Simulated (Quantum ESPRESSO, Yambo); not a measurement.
# ZnSe (Stilleite): G0W0 in Yambo against the bands

How does the gap of ZnSe (Stilleite) converge in the bands?

Calculated with Yambo 5.3.0; PBE and many-body steps on it, plane waves.

Report form: the programs' logs are mostly left out.

### Step 1. The starting structure

The structure is cubic, space group F-43m (No. 216). Conventional cell: a = 5.668 Å, b = 5.668 Å, c = 5.668 Å, α = 90.00°, β = 90.00°, γ = 90.00°. Nearest to Zn lie 4 Se at 2.45 Å. Nearest to Se lie 4 Zn at 2.45 Å. Farther neighbours and most contacts between anions are not listed.

Structure file:

```
Zn Se
1.0
     0.00000    2.83380    2.83380
     2.83380    0.00000    2.83380
     2.83380    2.83380    0.00000
Zn Se
1 1
Direct
  0.00000 0.00000 0.00000
  0.25000 0.25000 0.25000
```

The cell and positions come from the Crystallography Open Database and are kept as given unless a step says otherwise.

### Step 2. 45 bands

This step: Yambo 5.3.0; G0W0 on PBE, plane waves, norm-conserving pseudopotentials.

G0W0 replaces the xc potential by the self-energy, built once from these orbitals. Only a window of levels is corrected, while the sums run over the empty bands that the input names.

gw1.in

```
HF_and_locXC
gw0
dyson
ppa
em1d
rim_cut
RandQpts= 1000000
RandGvec= 1 RL
EXXRLvcs= 104 Ry
VXCRLvcs= 416 Ry
Chimod= "HARTREE"
% BndsRnXp
 1 | 45 |
%
NGsBlkXp= 15.5 Ry
% LongDrXp
 1 | 1 | 1 |
%
% GbndRnge
 1 | 45 |
%
DysSolver= "n"
ExtendOut
PPAPntXp= 27.21138 eV
% QPkrange
 1 | 1 | 21 | 24 |
%
```

The run is started by

```sh
$ OMP_NUM_THREADS=1 mpirun -n 4 yambo -F gw1.in -J gw1 -C gw1 > gw1.log
```

Elapsed: 49 s, on 4 MPI ranks of Arm Neoverse V2, shared host; peak memory 2.1 GiB.

This step gave:

```yaml
g0w0_gap_on_the_points_computed: 2.073 eV
starting_gap_on_the_mesh: 1.291 eV
k_of_the_valence_top: 0, 0, 0
k_of_the_conduction_bottom: 0, 0, 0
least_direct_g0w0_gap_on_the_computed_points: 2.073 eV
z_at_the_valence_top: 0.7949
z_at_the_conduction_bottom: 0.8137
```

The gap on the mesh goes from 1.29 eV to 2.07 eV, a correction of +0.78 eV.

### Step 3. 73 bands

gw2.in

```
HF_and_locXC
gw0
dyson
ppa
em1d
rim_cut
RandQpts= 1000000
RandGvec= 1 RL
EXXRLvcs= 104 Ry
VXCRLvcs= 416 Ry
Chimod= "HARTREE"
% BndsRnXp
 1 | 73 |
%
NGsBlkXp= 15.5 Ry
% LongDrXp
 1 | 1 | 1 |
%
% GbndRnge
 1 | 73 |
%
DysSolver= "n"
ExtendOut
PPAPntXp= 27.21138 eV
% QPkrange
 1 | 1 | 21 | 24 |
%
```

The run is started by

```sh
$ OMP_NUM_THREADS=1 mpirun -n 4 yambo -F gw2.in -J gw2 -C gw2 > gw2.log
```

Wall time 90 s (4 MPI ranks); peak memory 2.1 GiB; 6 min of CPU time.

This step gave:

| Quantity | Value |
| --- | --- |
| G0W0 gap on the points computed | 2.048 eV |
| starting gap on the mesh | 1.291 eV |
| k of the valence top | 0, 0, 0 |
| k of the conduction bottom | 0, 0, 0 |
| least direct G0W0 gap on the computed points | 2.048 eV |
| Z at the valence top | 0.7950 |
| Z at the conduction bottom | 0.8130 |

Against the run before, the gap moves by −0.025 eV.

### Step 4. 125 bands

gw3.in

```
HF_and_locXC
gw0
dyson
ppa
em1d
rim_cut
RandQpts= 1000000
RandGvec= 1 RL
EXXRLvcs= 104 Ry
VXCRLvcs= 416 Ry
Chimod= "HARTREE"
% BndsRnXp
 1 | 125 |
%
NGsBlkXp= 15.5 Ry
% LongDrXp
 1 | 1 | 1 |
%
% GbndRnge
 1 | 125 |
%
DysSolver= "n"
ExtendOut
PPAPntXp= 27.21138 eV
% QPkrange
 1 | 1 | 21 | 24 |
%
```

The run is started by

```sh
$ OMP_NUM_THREADS=1 mpirun -n 4 yambo -F gw3.in -J gw3 -C gw3 > gw3.log
```

Run time: 2.8 min. Hardware: 4 MPI ranks; peak memory 2.1 GiB; 11 min of CPU time.

This step gave:

| Quantity | Value |
| --- | --- |
| G0W0 gap on the points computed | 2.041 eV |
| starting gap on the mesh | 1.291 eV |
| k of the valence top | 0, 0, 0 |
| k of the conduction bottom | 0, 0, 0 |
| least direct G0W0 gap on the computed points | 2.041 eV |

Against the run before, the gap moves by −0.007 eV.

### Step 5. 211 bands

gw4.in

```
HF_and_locXC
gw0
dyson
ppa
em1d
rim_cut
RandQpts= 1000000
RandGvec= 1 RL
EXXRLvcs= 104 Ry
VXCRLvcs= 416 Ry
Chimod= "HARTREE"
% BndsRnXp
 1 | 211 |
%
NGsBlkXp= 15.5 Ry
% LongDrXp
 1 | 1 | 1 |
%
% GbndRnge
 1 | 211 |
%
DysSolver= "n"
ExtendOut
PPAPntXp= 27.21138 eV
% QPkrange
 1 | 1 | 21 | 24 |
%
```

The run is started by

```sh
$ OMP_NUM_THREADS=1 mpirun -n 4 yambo -F gw4.in -J gw4 -C gw4 > gw4.log
```

Wall time 5 min (4 MPI ranks); peak memory 2.1 GiB; 20 min of CPU time.

This step gave:

- G0W0 gap on the points computed: 2.039 eV
- starting gap on the mesh: 1.291 eV
- k of the valence top: 0, 0, 0
- k of the conduction bottom: 0, 0, 0
- least direct G0W0 gap on the computed points: 2.039 eV

Against the run before, the gap moves by −0.003 eV.

### Step 6. 314 bands

gw5.in

```
HF_and_locXC
gw0
dyson
ppa
em1d
rim_cut
RandQpts= 1000000
RandGvec= 1 RL
EXXRLvcs= 104 Ry
VXCRLvcs= 416 Ry
Chimod= "HARTREE"
% BndsRnXp
 1 | 314 |
%
NGsBlkXp= 15.5 Ry
% LongDrXp
 1 | 1 | 1 |
%
% GbndRnge
 1 | 314 |
%
DysSolver= "n"
ExtendOut
PPAPntXp= 27.21138 eV
% QPkrange
 1 | 1 | 21 | 24 |
%
```

The run is started by

```sh
$ OMP_NUM_THREADS=1 mpirun -n 4 yambo -F gw5.in -J gw5 -C gw5 > gw5.log
```

Elapsed: 7.3 min, on 4 MPI ranks; peak memory 2.7 GiB; 29 min of CPU time.

Numbers from this step:

| Property | Result |
| --- | --- |
| G0W0 gap on the points computed | 2.039 eV |
| starting gap on the mesh | 1.291 eV |
| k of the valence top | 0, 0, 0 |
| k of the conduction bottom | 0, 0, 0 |
| least direct G0W0 gap on the computed points | 2.039 eV |

Against the run before, the gap moves by +0.001 eV.

### Step 7. 430 bands

gw6.in

```
HF_and_locXC
gw0
dyson
ppa
em1d
rim_cut
RandQpts= 1000000
RandGvec= 1 RL
EXXRLvcs= 104 Ry
VXCRLvcs= 416 Ry
Chimod= "HARTREE"
% BndsRnXp
 1 | 430 |
%
NGsBlkXp= 15.5 Ry
% LongDrXp
 1 | 1 | 1 |
%
% GbndRnge
 1 | 430 |
%
DysSolver= "n"
ExtendOut
PPAPntXp= 27.21138 eV
% QPkrange
 1 | 1 | 21 | 24 |
%
```

The run is started by

```sh
$ OMP_NUM_THREADS=1 mpirun -n 4 yambo -F gw6.in -J gw6 -C gw6 > gw6.log
```

Wall time 10 min (4 MPI ranks); peak memory 3.3 GiB; 41 min of CPU time.

This step gave:

```
G0W0 gap on the points computed              : 2.040 eV
starting gap on the mesh                     : 1.291 eV
k of the valence top                         : 0, 0, 0
k of the conduction bottom                   : 0, 0, 0
least direct G0W0 gap on the computed points : 2.040 eV
```

Against the run before, the gap moves by +0.0003 eV.

### Step 8. The runs together

Times are wall times on 4 MPI ranks of Arm Neoverse V2, shared host, good to a factor of about two.

| run | mesh | bands | screening cutoff (eV) | DFT gap (eV) | gap on the mesh (eV) | direct (eV) | time |
| --- | --- | --- | --- | --- | --- | --- | --- |
| 45 bands | 4×4×4 | 45 | 210.9 | 1.291 | 2.073 | 2.073 | 49 s |
| 73 bands | 4×4×4 | 73 | 210.9 | 1.291 | 2.048 | 2.048 | 90 s |
| 125 bands | 4×4×4 | 125 | 210.9 | 1.291 | 2.041 | 2.041 | 2.8 min |
| 211 bands | 4×4×4 | 211 | 210.9 | 1.291 | 2.039 | 2.039 | 5 min |
| 314 bands | 4×4×4 | 314 | 210.9 | 1.291 | 2.039 | 2.039 | 7.3 min |
| 430 bands | 4×4×4 | 430 | 210.9 | 1.291 | 2.040 | 2.040 | 10 min |

### Step 9. Results

- 45 bands: 2.073 eV
- 73 bands: 2.048 eV
- 125 bands: 2.041 eV
- 211 bands: 2.039 eV
- 314 bands: 2.039 eV
- 430 bands: 2.040 eV
- known limits: not at the basis limit; no spin-orbit coupling; coarse k mesh

**Reading.** The setting moved: bands. From 45 bands to 430 bands the gap moves by −0.03 eV, for 13 times the time. It holds to 0.03 eV from 73 bands on. Bands and screening cutoff are coupled, so a series along one setting does not show full convergence. Bands and cutoff are finite, so the gap is not at the basis limit. The miss can reach some tenths of an eV and take either sign; the mesh is an error of its own. In the G0W0 runs levels were corrected at 1 k point alone, so a gap called «on the mesh» is the least over those, and an edge elsewhere would be missed. The 4×4×4 mesh is coarse for this cell, which bears on the long-range parts of exchange and screening. The many-body steps are scalar-relativistic: spin-orbit coupling is not in them.

[Paths, hosts, dates, memory and timing lines, banners, echoed tables and standing remarks are left out of the program output.]

[Logs are printed without paths, hosts, clocks, repeated set-up lines and the standing remarks that a program may print on its own settings, such as how far it seeks lower states.]

[Runs of the session that timed out or met a known fault of the program may be left out.]

[Hosts, paths, dates, database ids (printed as entryN), source tags and the programs' standing remarks are cut or masked in the printed files.]
